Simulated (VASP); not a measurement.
# Os (P6_3/mmc) in VASP: further runs

The runs below take Os through relaxation of cell and atoms, single point, with PBEsol.

Program: VASP 6.6.1. These are calculated values, not measurements. Logs are shortened: lines on timing, memory, paths and dates and some standing lists are left out, and cuts for length are marked.

## Step 1: Starting point

The structure is hexagonal, space group P6_3/mmc (No. 194). Conventional cell: a = 2.746 Å, b = 2.746 Å, c = 4.326 Å, α = 90.00°, β = 90.00°, γ = 120.00°. Os (site symmetry -6m2) is surrounded by 12 Os at 2.68 to 2.75 Å.

## Step 2: Relaxation of cell and atoms, PBEsol

Input file INCAR:

```
SYSTEM = Os
ALGO     = Fast           ! electronic algorithm
EDIFF    = 1E-7           ! SCF threshold, eV
EDIFFG   = -0.005         ! ionic threshold
ENCUT    = 300            ! plane-wave cutoff, eV
GGA      = PS             ! functional
IBRION   = 2              ! ionic algorithm
ISIF     = 3              ! what is computed and relaxed
ISMEAR   = 0              ! smearing method
LASPH    = .True.         ! aspherical terms in the spheres
LCHARG   = .False.        ! write CHGCAR
LREAL    = .False.        ! projectors in reciprocal space
LWAVE    = .False.        ! write WAVECAR
NELM     = 60             ! most SCF steps
NSW      = 90             ! ionic steps
PREC     = Accurate       ! precision mode
SIGMA    = 0.1            ! smearing width, eV
```

Input file KPOINTS:

```
k-points
0
Gamma
  18 18 10
  0 0 0
```

Input file POSCAR:

```
Os
1.0
    2.7461342300      0.0000000000      0.0000000000
   -1.3730671200      2.3782220100      0.0000000000
    0.0000000000      0.0000000000      4.3263142200
Os
2
Direct
    0.3333333300      0.6666666700      0.2500000000
    0.6666666700      0.3333333300      0.7500000000
```

Potentials or basis: VASP PAW PBE potentials, release 64 (Os).

Run with:

```sh
> cat potpaw_PBE.64/Os/POTCAR > POTCAR
> mpirun -np 1 vasp_std > vasp.out
```

OUTCAR:

```text
SYSTEM = Os
   EDIFF = 1E-7
   EDIFFG = -0.005
   ENCUT = 300
   GGA = PS
   IBRION = 2
   ISIF = 3
   ISMEAR = 0
   LASPH = .True.
   LREAL = .False.
   NELM = 60
   NSW = 90
   PREC = Accurate

 ion  position               nearest neighbor table
   1  0.333  0.667  0.250-   2 2.68   2 2.68   2 2.68   2 2.68   2 2.68   2 2.68
   2  0.667  0.333  0.750-   1 2.68   1 2.68   1 2.68   1 2.68   1 2.68   1 2.68

  LATTYP: Found a hexagonal cell.
 ALAT       =     2.7461342300
 C/A-ratio  =     1.5754197929

  Lattice vectors:

 A1 = (   2.7461342300,   0.0000000000,   0.0000000000)
 A2 = (  -1.3730671200,   2.3782220100,   0.0000000000)
 A3 = (   0.0000000000,   0.0000000000,   4.3263142200)

Analysis of symmetry for initial positions (statically):
=====================================================================
 Subroutine PRICEL returns:
 Original cell was already a primitive cell.

 Routine SETGRP: Setting up the symmetry group for a
 hexagonal supercell.

 Subroutine GETGRP returns: Found 24 space group operations
 (whereof 12 operations were pure point group operations)
 out of a pool of 24 trial point group operations.

The static configuration has the point symmetry D_3d.
 The point group associated with its full space group is D_6h.

Analysis of symmetry for dynamics (positions and initial velocities):
=====================================================================
 Subroutine PRICEL returns:
 Original cell was already a primitive cell.

 Routine SETGRP: Setting up the symmetry group for a
 hexagonal supercell.

 Subroutine GETGRP returns: Found 24 space group operations
 (whereof 12 operations were pure point group operations)
 out of a pool of 24 trial point group operations.

The dynamic configuration has the point symmetry D_3d.
 The point group associated with its full space group is D_6h.

 Subroutine INISYM returns: Found 24 space group operations
 (whereof 12 operations are pure point group operations),
 and found     1 'primitive' translations

----------------------------------------------------------------------------------------

                                     Primitive cell

  volume of cell :      28.2548

  direct lattice vectors                    reciprocal lattice vectors
     2.746134230  0.000000000  0.000000000     0.364148259  0.210241096  0.000000000
    -1.373067120  2.378222010  0.000000000     0.000000000  0.420482190  0.000000000
     0.000000000  0.000000000  4.326314220     0.000000000  0.000000000  0.231143636

  length of vectors
     2.746134230  2.746134236  4.326314220     0.420482191  0.420482190  0.231143636

  position of ions in fractional coordinates (direct lattice)
     0.333333330  0.666666670  0.250000000
     0.666666670  0.333333330  0.750000000

  ion indices of the primitive-cell ions
   primitive index   ion index
                 1           1
                 2           2

----------------------------------------------------------------------------------------

 KPOINTS: k-points

Automatic generation of k-mesh.
 Grid dimensions read from file:
 generate k-points for:   18   18   10

 Generating k-lattice:

  Cartesian coordinates                     Fractional coordinates (reciprocal lattice)
     0.020230459  0.011680061  0.000000000     0.055555556 -0.000000000  0.000000000
     0.000000000  0.023360122  0.000000000     0.000000000  0.055555556  0.000000000
     0.000000000  0.000000000  0.023114364     0.000000000  0.000000000  0.100000000

  Length of vectors
     0.023360122  0.023360122  0.023114364

  Shift w.r.t. Gamma in fractional coordinates (k-lattice)
     0.000000000  0.000000000  0.000000000

 Subroutine IBZKPT returns following result:
 ===========================================

 Found    222 irreducible k-points:

 Following reciprocal coordinates:
            Coordinates               Weight
  0.000000  0.000000  0.000000      1.000000
  0.055556  0.000000  0.000000      6.000000
  0.111111  0.000000  0.000000      6.000000
  0.166667  0.000000  0.000000      6.000000
  0.222222  0.000000  0.000000      6.000000
  0.277778  0.000000  0.000000      6.000000
[... 16 lines left out ...]
  0.333333  0.111111  0.000000     12.000000
  0.388889  0.111111  0.000000     12.000000
 [... further k-points ...]
   k-points           NKPTS =    222   k-points in BZ     NKDIM =    222   number of bands    NBANDS=     12
   number of dos      NEDOS =    301   number of ions     NIONS =      2
   total plane-waves  NPLWV =   6144
   dimension x,y,z NGX =    16 NGY =   16 NGZ =   24
   dimension x,y,z NGXF=    32 NGYF=   32 NGZF=   48
   ions per type =               2
   NGX,Y,Z   is equivalent  to a cutoff of   9.69,  9.69,  9.22 a.u.
   NGXF,Y,Z  is equivalent  to a cutoff of  19.37, 19.37, 18.44 a.u.
 SYSTEM =  Os
   PREC   = accura    normal or accurate (medium, high low for compatibility)
   ISTART =      0    job   : 0-new  1-cont  2-samecut
   ICHARG =      2    charge: 1-file 2-atom 10-const
   ISPIN  =      1    spin polarized calculation?
   LNONCOLLINEAR =      F non collinear calculations
   LSORBIT =      F    spin-orbit coupling
   LASPH  =      T    aspherical Exc in radial PAW
   ENCUT  =  300.0 eV  22.05 Ry    4.70 a.u.   3.88  3.88  6.11*2*pi/ulx,y,z
   NELM   =     60;   NELMIN=  2; NELMDL= -5     # of ELM steps
   EDIFF  = 0.1E-06   stopping-criterion for ELM
   LREAL  =      F    real-space projection
   EDIFFG = -.5E-02   stopping-criterion for IOM
   NSW    =     90    number of steps for IOM
   IBRION =      2    ionic relax: 0-MD 1-quasi-New 2-CG
   NFREE  =      1    steps in history (QN), initial steepest desc. (CG)
   ISIF   =      3    stress and relaxation
   ISYM   =      2    0-nonsym 1-usesym 2-fastsym
   POTIM  = 0.5000    time-step for ionic-motion
   TEBEG  =    0.0;   TEEND  =   0.0 temperature during run
   PSTRESS=    0.0 pullay stress
   NELECT =      16.0000    total number of electrons
   NUPDOWN=      -1.0000    fix difference up-down
   EMIN   =  10.00;   EMAX   =-10.00  energy-range for DOS
   EFERMI =   0.00;   METHOD = LEGACY
   ISMEAR =     0;   SIGMA  =   0.10  broadening in eV -4-tet -1-fermi 0-gaus
   EFERMI_NEDOS =   21; number of points for ismear=-14 and -15
   IALGO  =     68    algorithm
   IMIX   =      4    mixing-type and parameters
     AMIX     =   0.40;   BMIX     =  1.00
     AMIX_MAG =   1.60;   BMIX_MAG =  1.00
  volume/ion in A,a.u.               =      14.13        95.34
  Fermi-wavevector in a.u.,A,eV,Ry     =   1.354412  2.559467 24.958956  1.834432
  Thomas-Fermi vector in A             =   2.481586
   LORBIT       =      0    0 simple, 1 ext, 2 COOP (PROOUT), +10 PAW based schemes
   GGA     = PS    functional components
   LHFCALC =     F    Hartree Fock is set to
   AEXX    =    0.0000 exact exchange contribution
   IVDW    =     0    specifies the selected vdW correction
   LEPSILON=     F    determine dielectric tensor
   LRPA    =     F    only Hartree local field effects (RPA)
 conjugate gradient relaxation of ions
 non-spin polarized calculation
 RMM-DIIS sequential band-by-band and
 Gauss-broadening in eV      SIGMA  =   0.10
  energy-cutoff  :      300.00
  volume of cell :       28.25
 maximum number of plane-waves:       345
 NGX is ok and might be reduce to    16
   NGX =  7   NGY =  7   NGZ = 13

--------------------------------------- Ionic step        1  -------------------------------------------

 number of electron      16.0000004 magnetization

 Free energy of the ion-electron system (eV)
  ---------------------------------------------------
  ext. energy  EPLUGINS =         0.00000000
  ---------------------------------------------------
  free energy    TOTEN  =       -24.46748848 eV

  energy without entropy =      -24.45970363  energy(sigma->0) =      -24.46359605

------------------------ aborting loop because EDIFF is reached ----------------------------------------

  FORCE on cell =-STRESS in cart. coord.  units (eV):
  Direction    XX          YY          ZZ          XY          YZ          ZX
  --------------------------------------------------------------------------------------
  -------------------------------------------------------------------------------------
  Total       -1.5469747     -1.5469747     -1.2899409      0.0000000     -0.0000000      0.0000000
  in kB      -87.7205977    -87.7205980    -73.1455932      0.0000002     -0.0000000      0.0000000
  external PRESSURE =     -82.8622629 kB  Pullay stress =       0.0000000 kB
[... 21 lines left out ...]
  energy  without entropy=      -24.4597036278  energy(sigma->0) =      -24.46359605

--------------------------------------- Ionic step        2  -------------------------------------------

 number of electron      15.9999999 magnetization

 E-fermi :  10.8574     XC(G=0): -14.7182

 val. band max:       10.8504740265   @ k =   0.2222   0.0556   0.3000
 cond. band min:      10.8653734089   @ k =   0.0000   0.0000   0.0000
 fundamental gap:      0.0148993824
 Fermi energy:        10.8574001761

 k-point     1 :       0.0000    0.0000    0.0000
  band No.  band energies     occupation
      1      -1.0423      2.00000
      2       2.0453      2.00000
      3       7.3079      2.00000
      4       7.3079      2.00000
      5       7.5669      2.00000
      6       8.2898      2.00000
      7       8.2898      2.00000
      8       9.0995      2.00000
      9       9.0995      2.00000
     10      10.8654      0.91022
     11      12.8226      0.00000
     12      12.8226      0.00000
[... 331 lines left out ...]
 k-point    24 :       0.3889    0.1111    0.0000
  band No.  band energies     occupation
      1       3.0546      2.00000
      2       3.3662      2.00000
      3       3.5255      2.00000
      4       6.7018      2.00000
      5       6.9906      2.00000
      6       7.8653      2.00000
      7       8.6446      2.00000
      8      12.7224      0.00000
      9      13.2542      0.00000
     10      13.7996      0.00000
     11      15.4537      0.00000
     12      18.7835      0.00000

 [... further k-points ...]

------------------------ aborting loop because EDIFF is reached ----------------------------------------

  FORCE on cell =-STRESS in cart. coord.  units (eV):
  Direction    XX          YY          ZZ          XY          YZ          ZX
  --------------------------------------------------------------------------------------
  -------------------------------------------------------------------------------------
  Total        7.7750601      7.7750601      7.9627833     -0.0000000      0.0000000      0.0000000
  in kB      491.0001149    491.0001167    502.8549568     -0.0000010      0.0000000      0.0000000
  external PRESSURE =     494.9517295 kB  Pullay stress =       0.0000000 kB
[... 237 lines left out ...]
  energy  without entropy=      -24.4747653636  energy(sigma->0) =      -24.47845322

--------------------------------------- Ionic step        9  -------------------------------------------

 number of electron      16.0000002 magnetization

 Free energy of the ion-electron system (eV)
  ---------------------------------------------------
  ext. energy  EPLUGINS =         0.00000000
  ---------------------------------------------------
  free energy    TOTEN  =       -24.48218211 eV

  energy without entropy =      -24.47481738  energy(sigma->0) =      -24.47849974

 E-fermi :   9.4429     XC(G=0): -14.2103

 val. band max:        9.4357216132   @ k =   0.0000   0.0000   0.0000
 cond. band min:       9.4534181973   @ k =   0.4444   0.1111   0.4000
 fundamental gap:      0.0176965841
 Fermi energy:         9.4429210778

 k-point     1 :       0.0000    0.0000    0.0000
  band No.  band energies     occupation
      1      -1.6333      2.00000
      2       1.5342      2.00000
      3       6.3355      2.00000
      4       6.3355      2.00000
      5       6.5842      2.00000
      6       7.1898      2.00000
      7       7.1898      2.00000
      8       7.8675      2.00000
      9       7.8675      2.00000
     10       9.4357      1.08110
     11      11.1637      0.00000
     12      11.1637      0.00000
[... 331 lines left out ...]
 k-point    24 :       0.3889    0.1111    0.0000
  band No.  band energies     occupation
      1       2.5265      2.00000
      2       2.6457      2.00000
      3       2.9766      2.00000
      4       5.7758      2.00000
      5       5.8738      2.00000
      6       6.7744      2.00000
      7       7.4813      2.00000
      8      11.0552      0.00000
      9      11.5008      0.00000
     10      11.9901      0.00000
     11      13.4181      0.00000
     12      16.4657      0.00000

 [... further k-points ...]

------------------------ aborting loop because EDIFF is reached ----------------------------------------

  FORCE on cell =-STRESS in cart. coord.  units (eV):
  Direction    XX          YY          ZZ          XY          YZ          ZX
  --------------------------------------------------------------------------------------
  -------------------------------------------------------------------------------------
  Total       -0.0020288     -0.0020288     -0.0019531      0.0000000     -0.0000000      0.0000000
  in kB       -0.1172998     -0.1172998     -0.1129267      0.0000000     -0.0000000      0.0000000
  external PRESSURE =      -0.1158421 kB  Pullay stress =       0.0000000 kB
[... 17 lines left out ...]
  FREE ENERGIE OF THE ION-ELECTRON SYSTEM (eV)
  ---------------------------------------------------
  free  energy   TOTEN  =       -24.4821821055 eV

  energy  without entropy=      -24.4748173842  energy(sigma->0) =      -24.47849974

 reached required accuracy - stopping structural energy minimisation
```

It took 82 s on 1 thread of Intel Xeon Platinum 8488C (Sapphire Rapids), shared host; peak memory 0.14 GiB.

Results:

| Item | Value |
| --- | --- |
| Free energy | -24.4822 eV |
| Relaxed volume | 13.86 Å³/atom |
| Relaxed cell | a = 2.725 Å, b = 2.725 Å, c = 4.309 Å, α = 90.00°, β = 90.00°, γ = 120.00° |
| Space group after relaxing (to 0.05 Å) | P6_3/mmc (No. 194) |
| Energy gained by relaxing | 7.3 meV/atom |
| Ionic steps | 9 |
| Pressure after relaxing | 0.0 GPa |
| Band gap on the k mesh | none (metal or under the smearing width) |

Step by step:
```csv
step,energy change (eV),largest force (eV/Å),pressure (GPa),volume (Å³)
1,0.0000,0.0000,-8.29,28.25
2,0.3166,0.0000,49.50,25.37
3,-0.0144,0.0000,-0.30,27.73
4,-0.0145,0.0000,0.01,27.71
5,-0.0145,0.0000,0.17,27.70
6,-0.0144,0.0000,0.10,27.70
7,-0.0147,0.0000,0.14,27.70
8,-0.0147,0.0000,-0.44,27.74
9,-0.0147,0.0000,-0.01,27.71
```

Final structure:
```yaml
crystal:
  lattice:
    - [2.72496, 0.00000, 0.00000]
    - [-1.36248, 2.35989, 0.00000]
    - [0.00000, 0.00000, 4.30915]
  atoms:
    - { symbol: Os, position: [0.33333, 0.66667, 0.25000] }
    - { symbol: Os, position: [0.66667, 0.33333, 0.75000] }
```

Caveat: the PAW data sets were made with another functional, which shifts forces and pressure a little.

(Continued in part 2 of 2.)
